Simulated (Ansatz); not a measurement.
Runs of Ansatz 0.2.0 on ZnS. It takes space group F-43m (No. 216, cubic). Conventional cell: a = 5.404 Å, b = 5.404 Å, c = 5.404 Å, α = 90.00°, β = 90.00°, γ = 90.00°. Zn (site symmetry -43m) is surrounded by 4 S at 2.34 Å. S (site symmetry -43m) has 4 Zn at 2.34 Å as nearest neighbours. 

```tsv
task	level	cell	k mesh	cutoff (eV)	smearing	basis error allowed	gap on the mesh (eV)	pressure (GPa)	relaxed volume (Å³/atom)
single point	PBE	as given	5 × 5 × 5	244	fermi-dirac 0.04 eV	0.003 eV/atom	2.11	1.7	-
single point	PBE	as given	9 × 9 × 9	280	gaussian 0.019 eV	0.001 eV/atom	2.11	1.6	-
elastic constants	PBE	as given	7 × 7 × 7	303	fermi-dirac 0.05 eV	0.001 eV/atom	2.11	1.6	-
relaxation of cell and atoms	revPBE+D3(BJ)	relaxed	9 × 9 × 9	-	fermi-dirac 0.05 eV	0.001 eV/atom	2.37	0.0	19.15
relaxation of cell and atoms	BLYP+D3(BJ)	relaxed	9 × 9 × 9	-	fermi-dirac 0.05 eV	0.001 eV/atom	(c)	0.0	19.52
band structure	RPBE	as given	9 × 9 × 9	280	fermi-dirac 0.05 eV	0.001 eV/atom	(a)	(b)	-
band structure	LDA	as given	9 × 9 × 9	281	fermi-dirac 0.05 eV	0.001 eV/atom	1.86	-4.5	-
```

Alike in all rows: potentials or basis all-electron LAPW, scalar-relativistic; no spin polarisation.

Task: Fill in the values left out.

Result: (a) 2.29; (b) 4.2; (c) 2.14.

Caveats: an odd mesh through Γ misses points on the zone boundary, where band edges often lie (some runs).
